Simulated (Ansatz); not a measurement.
All numbers below come from DFT PBE, scalar-relativistic, plane waves, PAW in Ansatz 0.2.0. All cells share a 420 eV cutoff and Γ-centred k meshes spaced at most about 0.3 Å⁻¹ (about 0.25 or finer for metals, 2π included). Spin is collinear in cells that carry moments; the others ran without spin or lost their moments.

These are static total energies at zero pressure.

Problem. Which of these relaxed structures of MnSi is the lowest in energy?
A.
(no moments)
Space group P2_13 (No. 198). a = 4.498 Å, b = 4.498 Å, c = 4.498 Å, α = 90.00°, β = 90.00°, γ = 90.00°
| atom | site | symmetry | x | y | z |
| --- | --- | --- | --- | --- | --- |
| Mn | 4a | .3. | 0.3629 | 0.1371 | 0.8629 |
| Si | 4a | .3. | 0.6544 | 0.8456 | 0.1544 |

B.
(parallel moments up to 2.6 μB)
Space group P6_3/mmc (No. 194). a = 3.668 Å, b = 3.668 Å, c = 4.894 Å, α = 90.00°, β = 90.00°, γ = 120.00°
| atom | site | symmetry | x | y | z |
| --- | --- | --- | --- | --- | --- |
| Mn | 2d | -6m2 | 0.3333 | 0.6667 | 0.7500 |
| Si | 2a | -3m. | 0.0000 | 0.0000 | 0.0000 |

C.
(parallel moments up to 2.5 μB)
Space group Fm-3m (No. 225). a = 4.846 Å, b = 4.846 Å, c = 4.846 Å, α = 90.00°, β = 90.00°, γ = 90.00°
```
atom  site  symmetry       x       y       z
  Mn    4b      m-3m  0.5000  0.0000  0.0000
  Si    4a      m-3m  0.0000  0.0000  0.0000
```

Solution. A. The next of these, B, lies 0.46 eV/atom higher. Forms: A FeSi (B20) type, P2_13; B anti-nickel arsenide type, P6_3/mmc; C rock salt type, Fm-3m. Counting Si atoms around Mn (those within 1.25 times the shortest such distance or 1.15 times the sum of covalent radii): A has Mn 7; B has Mn 6; C has Mn 6. B holds Si–Si chains (shortest 2.45 Å) (bonds between like non-metal atoms; other contacts aren't counted). Origin: A, reached from a Materials Project cell; B and C, invented. The lowest form computed is the arrangement of A with parallel moments up to 1.0 μB (P2_13), 29 meV/atom below it.

A magnetic state wasn't ruled out in cells without spin, among them P2_13. The magnetic state reached may not be the lowest. Cells relaxed within their symmetry can be saddle points. Some structure types and database cells were kept out of the candidates from the start, so a known form may be missing.
